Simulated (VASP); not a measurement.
## SiNi: relaxation of the atoms with LDA

The system is SiNi.

```xyz
8
Lattice="4.3423 0.0000 0.0000 0.0000 4.3423 0.0000 0.0000 0.0000 4.3423" Properties=species:S:1:pos:R:3 pbc="T T T"
Si    2.8385    0.6673    1.5038
Si    0.6673    1.5038    2.8385
Si    1.5038    2.8385    0.6673
Si    3.6749    3.6749    3.6749
Ni    1.5230    3.6941    2.8193
Ni    3.6941    2.8193    1.5230
Ni    2.8193    1.5230    3.6941
Ni    0.6481    0.6481    0.6481
```

The cell is a database's computed one.

The cell isn't the ideal one: a relaxed cell with its volume scaled by 0.94.

```yaml
Program: VASP 6.6.1
Task: relaxation of the atoms
Functional: LDA
Potentials_or_basis: VASP PAW LDA potentials, release 64 (Si, Ni)
Cutoff: 600 eV
k_mesh: 8 × 8 × 8
Occupations: methfessel-paxton, width 0.1 eV
Spin: no spin polarisation
Further_INCAR_settings: ALGO = Normal; EDIFF = 1e-07; IBRION = 2; EDIFFG = -0.01; NSW = 40
```

- Energy gained by relaxing: 0.1 meV/atom
- Ionic steps: 5
- Pressure after relaxing: 15.2 GPa
- Largest force after relaxing: 0.004 eV/Å
- Band gap on the k mesh: none (metal or under the smearing width)

Forces in eV/Å, atoms in the order of the input:
```
Si   0.002  0.002 -0.002
Si   0.002 -0.002  0.002
Si  -0.002  0.002  0.002
Si  -0.002 -0.002 -0.002
Ni  -0.002 -0.002  0.002
Ni  -0.002  0.002 -0.002
Ni   0.002 -0.002 -0.002
Ni   0.002  0.002  0.002
```

The path:
```csv
step,energy change (eV),largest force (eV/Å),pressure (GPa)
1,0.0000,0.0501,15.29
2,-0.0006,0.0312,15.21
3,-0.0009,0.0120,15.19
4,-0.0009,0.0129,15.20
5,-0.0009,0.0043,15.20
```

Final structure:
```
CELL_PARAMETERS angstrom
4.34228 0.00000 0.00000
0.00000 4.34228 0.00000
0.00000 0.00000 4.34228
ATOMIC_POSITIONS crystal
Si 0.65320 0.15320 0.34680
Si 0.15320 0.34680 0.65320
Si 0.34680 0.65320 0.15320
Si 0.84680 0.84680 0.84680
Ni 0.34997 0.84997 0.65003
Ni 0.84997 0.65003 0.34997
Ni 0.65003 0.34997 0.84997
Ni 0.15003 0.15003 0.15003
```

Levels at points of the mesh, in eV from the Fermi level:
| k point | band 26 | band 27 | band 28 | band 29 | band 30 | band 31 |
| --- | --- | --- | --- | --- | --- | --- |
| (0.00, 0.00, 0.00) | -1.93 | -1.93 | 1.20 | 1.20 | 1.20 | 1.41 |
| (0.50, 0.00, 0.00) | -2.37 | -0.78 | -0.78 | -0.18 | -0.18 | 2.94 |
| (0.50, 0.50, 0.00) | -1.84 | -1.15 | -1.15 | 0.45 | 0.45 | 0.93 |
| (0.50, 0.50, 0.50) | -2.12 | -2.12 | -2.12 | 4.65 | 4.65 | 4.65 |

It took 42 s on 4 MPI ranks on Intel(R) Xeon(R) 6975P-C (Granite Rapids), with other jobs on the host, peak memory 0.25 GiB a rank.

Spin polarisation is off, so any magnetic state and its effect on volume and gap are missing.
